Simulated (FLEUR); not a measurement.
In: band structure with PBE

In:

```
In
1.0
    -1.62547    1.62547    2.47370
     1.62547   -1.62547    2.47370
     1.62547    1.62547   -2.47370
In
1
Direct
  0.00000 0.00000 0.00000
```

| Item | Value |
| --- | --- |
| Program | FLEUR MaX-R8.1 (later development tree) |
| Task | band structure |
| Functional | PBE |
| Potentials or basis | all-electron |
| Basis | FLAPW |
| Kmax | 4.1 1/bohr |
| k mesh | 11 × 11 × 11 |
| Occupations | fermi-dirac, width 0.05 eV |
| Spin | no spin polarisation |
| Gmax | 12.7 1/bohr |
| Muffin-tin radii | In 2.66 bohr |
| lmax | In 10 |
| lnonsphr | In 10 |
| Local orbitals a species | In 5 |
| Max iterations | 60 |
| Mixing factor | 0.05 |
| Mixer | Anderson |
| Mixer history | 15 |
| Density convergence | 1e-05 me/bohr^3 |

```
Band gap along the path                               : none (metal or under the smearing width)
Valence electrons inside the program's atomic spheres : In 19.43 (radii In 2.66 bohr)
```

Levels at the corners of the path, in eV from the Fermi level:
```csv
point,band 9,band 10,band 11,band 12,band 13,band 14
Γ,-14.45,-9.58,10.51,10.51,10.69,11.53
X,-14.26,-1.99,-1.68,3.49,3.92,7.00
Y,-14.34,-1.69,-0.29,0.10,1.29,12.98
S,-14.37,-2.54,-1.24,-0.55,6.12,8.93
Γ,-14.45,-9.58,10.51,10.51,10.69,11.53
Z,-14.32,-2.96,-2.71,4.70,4.70,8.16
S1,-14.37,-2.54,-1.24,-0.55,6.12,8.93
N,-14.33,-4.34,-3.41,7.51,9.13,11.07
P,-14.26,-1.27,-0.09,-0.09,1.70,12.42
Y1,-14.34,-1.69,-0.29,0.10,1.29,12.98
Z,-14.32,-2.96,-2.71,4.70,4.70,8.16
X,-14.26,-1.99,-1.68,3.49,3.92,7.00
P,-14.26,-1.27,-0.09,-0.09,1.70,12.42
```

Core levels (eV from the Fermi level):
```
atom                                                                                                                             levels
1 In  1s1/2 -27733.2, 2s1/2 -4147.9, 2p1/2 -3867.8, 2p3/2 -3656.9, 3s1/2 -783.9, 3p1/2 -670.9, 3p3/2 -632.8, 3d3/2 -432.9, 3d5/2 -425.1
```

It took 37 s on 1 thread of Arm Neoverse V1, with other jobs on the host, peak memory 0.07 GiB.

Caveat: spin-orbit coupling is left out, which moves the levels of the heavy elements.
